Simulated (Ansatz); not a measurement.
**AlN (P6_3mc):Se_N, thermodynamic levels from a 72-atom cell**

Wanted: the transition levels of a substitutional impurity in AlN (P6_3mc), from a cell of 72 host atoms with 1 N taken out and 1 Se put in.

Method: place-levels on r2SCAN runs: charge-transition levels and formation energies with image-charge correction and potential alignment at the atomic sites; PAW set soft_1, in Ansatz 0.2.0.

**1. Starting point**

The cell holds 72 atoms: 36 Al, 35 N and 1 Se. Its edges and angles: a = 9.320 Å, b = 9.320 Å, c = 9.956 Å, α = 90.0°, β = 90.0°, γ = 120.0°. It derives from AlN (space group P6_3mc). Nearest the centre at fractional (0.556, 0.444, 0.440): Se35 at 0.00 Å, Al26 at 1.89 Å, Al58 at 1.89 Å, Al34 at 1.89 Å, Al33 at 1.90 Å, N28 at 3.07 Å, N32 at 3.07 Å, N60 at 3.07 Å.

As a file:

```xyz
72
Lattice="9.3196 0.0000 0.0000 -4.6598 8.0710 0.0000 0.0000 0.0000 9.9565" Properties=species:S:1:pos:R:3 pbc="T T T"
Al    1.5533    0.8968    2.4852
Al    0.0000    1.7936    4.9743
N     1.5533    0.8968    4.3848
N     0.0000    1.7936    1.8957
Al    1.5533    0.8968    7.4634
Al    0.0000    1.7936    9.9525
N     1.5533    0.8968    9.3631
N     0.0000    1.7936    6.8739
Al    0.0000    3.5871    2.4852
Al   -1.5533    4.4839    4.9743
N     0.0000    3.5871    4.3848
N    -1.5533    4.4839    1.8957
Al    0.0000    3.5871    7.4634
Al   -1.5533    4.4839    9.9525
N     0.0000    3.5871    9.3631
N    -1.5533    4.4839    6.8739
Al   -1.5533    6.2774    2.4852
Al   -3.1065    7.1742    4.9743
N    -1.5533    6.2774    4.3848
N    -3.1065    7.1742    1.8957
Al   -1.5533    6.2774    7.4634
Al   -3.1065    7.1742    9.9525
N    -1.5533    6.2774    9.3631
N    -3.1065    7.1742    6.8739
Al    4.6598    0.8968    2.4852
Al    3.1065    1.7936    4.9743
N     4.6598    0.8968    4.3848
N     3.1065    1.7936    1.8957
Al    4.6598    0.8968    7.4634
Al    3.1065    1.7936    9.9525
N     4.6598    0.8968    9.3631
N     3.1065    1.7936    6.8739
Al    3.1065    3.5871    2.4852
Al    1.5533    4.4839    4.9743
Se    3.1065    3.5871    4.3848
N     1.5533    4.4839    1.8957
Al    3.1065    3.5871    7.4634
Al    1.5533    4.4839    9.9525
N     3.1065    3.5871    9.3631
N     1.5533    4.4839    6.8739
Al    1.5533    6.2774    2.4852
Al    0.0000    7.1742    4.9743
N     1.5533    6.2774    4.3848
N     0.0000    7.1742    1.8957
Al    1.5533    6.2774    7.4634
Al    0.0000    7.1742    9.9525
N     1.5533    6.2774    9.3631
N     0.0000    7.1742    6.8739
Al    7.7663    0.8968    2.4852
Al    6.2130    1.7936    4.9743
N     7.7663    0.8968    4.3848
N     6.2130    1.7936    1.8957
Al    7.7663    0.8968    7.4634
Al    6.2130    1.7936    9.9525
N     7.7663    0.8968    9.3631
N     6.2130    1.7936    6.8739
Al    6.2130    3.5871    2.4852
Al    4.6598    4.4839    4.9743
N     6.2130    3.5871    4.3848
N     4.6598    4.4839    1.8957
Al    6.2130    3.5871    7.4634
Al    4.6598    4.4839    9.9525
N     6.2130    3.5871    9.3631
N     4.6598    4.4839    6.8739
Al    4.6598    6.2774    2.4852
Al    3.1065    7.1742    4.9743
N     4.6598    6.2774    4.3848
N     3.1065    7.1742    1.8957
Al    4.6598    6.2774    7.4634
Al    3.1065    7.1742    9.9525
N     4.6598    6.2774    9.3631
N     3.1065    7.1742    6.8739
```

Known beforehand: the electronic dielectric constant, (4.49, 4.49, 4.72), and the static one, (8.15, 8.15, 9.65), computed on the host (DFPT, PBEsol, on the r2SCAN cell), and a cell off the functional's own equilibrium shifts the ionic part.

The cell's shortest repeat is 9.3 Å.

**2. What was run first**

Levels follow from differences of total energies between charge states, each relaxed by itself.

Each atom starts 0.05 Å or so off its site in a random direction: a symmetric start keeps its symmetry, and would miss off-centre moves and Jahn–Teller distortions. Forces are taken at one point at (¼, ¼, ¼). The cell holds 1 electron more than the neutral one, with a uniform background that keeps it neutral on the whole.

The sampling was tested on the host first: at the k-points planned (1x1x1 shifted 0.25 0.25 0.25) its energy lies -0.014 eV an atom from the dense-mesh value, under the bound of 0.02 eV set for this test; that bounds the host's error, not the defect's.

One state's input; the others differ in charge, spin, start and seed, and in occupations where the table says so.

Input file qm1.relax/input.yaml:

```yaml
crystal:
  lattice:
    - [9.31956554, 9.0e-08, 0.0]
    - [-4.65978284, 8.07098046, 0.0]
    - [0.0, 0.0, 9.95647772]
  atoms:
    - { symbol: Al, position: [0.22222222, 0.11111111, 0.24960167] }
    - { symbol: Al, position: [0.11111111, 0.22222222, 0.49960167] }
    - { symbol: "N", position: [0.22222222, 0.11111111, 0.44039833] }
    - { symbol: "N", position: [0.11111111, 0.22222222, 0.19039833] }
    - { symbol: Al, position: [0.22222222, 0.11111111, 0.74960167] }
    - { symbol: Al, position: [0.11111111, 0.22222222, 0.99960167] }
    - { symbol: "N", position: [0.22222222, 0.11111111, 0.94039833] }
    - { symbol: "N", position: [0.11111111, 0.22222222, 0.69039833] }
    - { symbol: Al, position: [0.22222222, 0.44444444, 0.24960167] }
    - { symbol: Al, position: [0.11111111, 0.55555556, 0.49960167] }
    - { symbol: "N", position: [0.22222222, 0.44444444, 0.44039833] }
    - { symbol: "N", position: [0.11111111, 0.55555556, 0.19039833] }
    - { symbol: Al, position: [0.22222222, 0.44444444, 0.74960167] }
    - { symbol: Al, position: [0.11111111, 0.55555556, 0.99960167] }
    - { symbol: "N", position: [0.22222222, 0.44444444, 0.94039833] }
    - { symbol: "N", position: [0.11111111, 0.55555556, 0.69039833] }
    - { symbol: Al, position: [0.22222222, 0.77777778, 0.24960167] }
    - { symbol: Al, position: [0.11111111, 0.88888889, 0.49960167] }
    - { symbol: "N", position: [0.22222222, 0.77777778, 0.44039833] }
    - { symbol: "N", position: [0.11111111, 0.88888889, 0.19039833] }
    - { symbol: Al, position: [0.22222222, 0.77777778, 0.74960167] }
    - { symbol: Al, position: [0.11111111, 0.88888889, 0.99960167] }
    - { symbol: "N", position: [0.22222222, 0.77777778, 0.94039833] }
    - { symbol: "N", position: [0.11111111, 0.88888889, 0.69039833] }
    - { symbol: Al, position: [0.55555556, 0.11111111, 0.24960167] }
    - { symbol: Al, position: [0.44444444, 0.22222222, 0.49960167] }
    - { symbol: "N", position: [0.55555556, 0.11111111, 0.44039833] }
    - { symbol: "N", position: [0.44444444, 0.22222222, 0.19039833] }
    - { symbol: Al, position: [0.55555556, 0.11111111, 0.74960167] }
    - { symbol: Al, position: [0.44444444, 0.22222222, 0.99960167] }
    - { symbol: "N", position: [0.55555556, 0.11111111, 0.94039833] }
    - { symbol: "N", position: [0.44444444, 0.22222222, 0.69039833] }
    - { symbol: Al, position: [0.55555556, 0.44444444, 0.24960167] }
    - { symbol: Al, position: [0.44444444, 0.55555556, 0.49960167] }
    - { symbol: Se, position: [0.55555556, 0.44444444, 0.44039833] }
    - { symbol: "N", position: [0.44444444, 0.55555556, 0.19039833] }
    - { symbol: Al, position: [0.55555556, 0.44444444, 0.74960167] }
    - { symbol: Al, position: [0.44444444, 0.55555556, 0.99960167] }
    - { symbol: "N", position: [0.55555556, 0.44444444, 0.94039833] }
    - { symbol: "N", position: [0.44444444, 0.55555556, 0.69039833] }
    - { symbol: Al, position: [0.55555556, 0.77777778, 0.24960167] }
    - { symbol: Al, position: [0.44444444, 0.88888889, 0.49960167] }
    - { symbol: "N", position: [0.55555556, 0.77777778, 0.44039833] }
    - { symbol: "N", position: [0.44444444, 0.88888889, 0.19039833] }
    - { symbol: Al, position: [0.55555556, 0.77777778, 0.74960167] }
    - { symbol: Al, position: [0.44444444, 0.88888889, 0.99960167] }
    - { symbol: "N", position: [0.55555556, 0.77777778, 0.94039833] }
    - { symbol: "N", position: [0.44444444, 0.88888889, 0.69039833] }
    - { symbol: Al, position: [0.88888889, 0.11111111, 0.24960167] }
    - { symbol: Al, position: [0.77777778, 0.22222222, 0.49960167] }
    - { symbol: "N", position: [0.88888889, 0.11111111, 0.44039833] }
    - { symbol: "N", position: [0.77777778, 0.22222222, 0.19039833] }
    - { symbol: Al, position: [0.88888889, 0.11111111, 0.74960167] }
    - { symbol: Al, position: [0.77777778, 0.22222222, 0.99960167] }
    - { symbol: "N", position: [0.88888889, 0.11111111, 0.94039833] }
    - { symbol: "N", position: [0.77777778, 0.22222222, 0.69039833] }
    - { symbol: Al, position: [0.88888889, 0.44444444, 0.24960167] }
    - { symbol: Al, position: [0.77777778, 0.55555556, 0.49960167] }
    - { symbol: "N", position: [0.88888889, 0.44444444, 0.44039833] }
    - { symbol: "N", position: [0.77777778, 0.55555556, 0.19039833] }
    - { symbol: Al, position: [0.88888889, 0.44444444, 0.74960167] }
    - { symbol: Al, position: [0.77777778, 0.55555556, 0.99960167] }
    - { symbol: "N", position: [0.88888889, 0.44444444, 0.94039833] }
    - { symbol: "N", position: [0.77777778, 0.55555556, 0.69039833] }
    - { symbol: Al, position: [0.88888889, 0.77777778, 0.24960167] }
    - { symbol: Al, position: [0.77777778, 0.88888889, 0.49960167] }
    - { symbol: "N", position: [0.88888889, 0.77777778, 0.44039833] }
    - { symbol: "N", position: [0.77777778, 0.88888889, 0.19039833] }
    - { symbol: Al, position: [0.88888889, 0.77777778, 0.74960167] }
    - { symbol: Al, position: [0.77777778, 0.88888889, 0.99960167] }
    - { symbol: "N", position: [0.88888889, 0.77777778, 0.94039833] }
    - { symbol: "N", position: [0.77777778, 0.88888889, 0.69039833] }
  host:
    repeats: [3, 3, 2]
    atoms:
      - { symbol: Al, position: [0.66666667, 0.33333333, 0.49920333] }
      - { symbol: Al, position: [0.33333333, 0.66666667, 0.99920333] }
      - { symbol: "N", position: [0.66666667, 0.33333333, 0.88079667] }
      - { symbol: "N", position: [0.33333333, 0.66666667, 0.38079667] }
total_charge: -1
basis:
  ecutwfc: 500
  xc_grid: 2
hamiltonian:
  xc: r2scan
  pseudopotentials: { kind: paw, azcp: { folder: soft_1 } }
kpoints:
  mp_grid: { grid: [1, 1, 1], shift: [0.25, 0.25, 0.25] }
scf:
  occupations: { method: fixed }
  max_iter: 60
output:
  forces: true
  charged_corrections:
    epsilon: [4.49, 4.49, 4.72]
    static_epsilon: [8.15, 8.15, 9.65]
    defect_position: [0.555556, 0.444444, 0.440398]
relax:
  f_tol: 0.02
  max_steps: 80
  random_displacement: { amplitude: 0.05, seed: 4184 }
checkpoint:
  write: "../qm1.relax.run"
  compress: false
  write_wavefunctions: true
  write_every: 100000
```

Run with:

```console
$ ansatz run input.yaml --threads 4 --pin off --max-ram 7536MiB --backend cpu --events-out ev --progress --plain --runs-dir out
```

Defect states can disperse in a cell of this size, so the energy is taken again at a 2×2×2 shifted mesh, on the relaxed structure.

The run of this state that the levels use, under r2SCAN:

Input file qm1.point/input.yaml:

```yaml
crystal:
  checkpoint: "../qm1.relax.run"
  host: checkpoint
total_charge: -1
basis:
  ecutwfc: 500
  xc_grid: 2
hamiltonian:
  xc: r2scan
  pseudopotentials: { kind: paw, azcp: { folder: soft_1 } }
kpoints:
  mp_grid: { grid: [2, 2, 2], shift: [0.5, 0.5, 0.5] }
scf:
  occupations: { method: fermi_dirac, width: 0.01 }
  max_iter: 60
output:
  forces: true
  eigenvalues: true
  charged_corrections:
    epsilon: [4.49, 4.49, 4.72]
    static_epsilon: [8.15, 8.15, 9.65]
    defect_position: [0.555556, 0.444444, 0.440398]
  eigenstates: { localisation: true }
  populations: true
  band_densities: [{ bands: [v1, v1] }, { bands: [c1, c1] }]
  write_density: true
  write_potential: true
  volumetric_format: npy
  elf: true
checkpoint:
  read: "../qm1.relax.run"
  write: "../qm1.point.run"
  compress: false
  write_wavefunctions: false
  write_every: 100000
```

Relaxations under r2SCAN at one point at (¼, ¼, ¼); times on 4 threads of Arm Neoverse V1, shared host:

```
charge  moment (μB)  occupations    outcome  steps  largest displacement against the far atoms (Å)     time
    −1            0        fixed  converged     14                                            0.59  3.2 min
     0            1        fixed  converged     13                                            0.52  7.9 min
    +1            0        fixed  converged      7                                            0.53     93 s
```

Single points under r2SCAN at a 2×2×2 shifted mesh; times on 4 threads of Arm Neoverse V1, shared host:

```
charge  moment (μB)  occupations    outcome     time
    −1            0  fermi-dirac  converged     84 s
     0            1  fermi-dirac  converged  3.1 min
    +1            0  fermi-dirac  converged     85 s
```

Distances (Å) from Se35 to the nearest atoms after relaxation with r2SCAN:

```
charge  moment (μB)       1.       2.       3.       4.      5.      6.
    −1            0  Al 2.27  Al 2.28  Al 2.32  Al 2.39  N 3.06  N 3.06
     0            1  Al 2.27  Al 2.27  Al 2.32  Al 2.34  N 3.08  N 3.08
    +1            0  Al 2.25  Al 2.25  Al 2.25  Al 2.33  N 3.09  N 3.10
```

(Part 1 of 2 ends here.)

[Logs are printed without paths, hosts, clocks, repeated set-up lines and the standing remarks that a program may print on its own settings, such as how far it seeks lower states.]

[Hosts, paths, dates, database ids (printed as entryN), source tags and the programs' standing remarks are cut or masked in the printed files.]

[Where a table of states has a column of steps, it counts the stored structures, which are thinned; the runs took as many ionic steps or more.]

[A defect's name tells the site on which it was built; relaxed atoms can leave that site.]

[For some hosts the program warned that the k-mesh of the response run may be too coarse for force constants and the static dielectric constant; such warnings are not shown here.]
